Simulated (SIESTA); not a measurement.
AlN:

```
CELL_PARAMETERS angstrom
0.00000 2.18399 2.18399
2.18399 0.00000 2.18399
2.18399 2.18399 0.00000
ATOMIC_POSITIONS crystal
Al 0.00000 0.00000 0.00000
N 0.25000 0.25000 0.25000
```

Measurements of this composition are mostly on another form, of space group No. 186.

Base run:

```yaml
Program: SIESTA 5.4.2
Functional: PBE
Potentials_or_basis: PseudoDojo 0.4 standard (PBE files)
Basis: SZ (energy shift 0.003 Ry)
Grid_cutoff: 800 Ry
Energy_shift: 0.003 Ry
k_mesh: 10 × 10 × 10
Occupations: fermi-dirac, width 0.05 eV
Spin: no spin polarisation
```

Its results: band gap on the k mesh 4.01 eV, direct; pressure 22.9 GPa.

Problem. The run is repeated on the same cell with these changes: basis from SZ (energy shift 0.003 Ry) to DZP (energy shift 0.003 Ry). What comes out?

Solution. Band gap on the k mesh 3.26 eV, indirect (least direct gap 4.36 eV); pressure 6.2 GPa.

Caveats: the basis of atomic orbitals isn't converged, which shifts pressures, moduli and gaps; the basis has no polarisation orbitals (some runs); so large a pressure means that the cell lies far from this level's equilibrium, or that cutoff or potentials fall short (some runs).
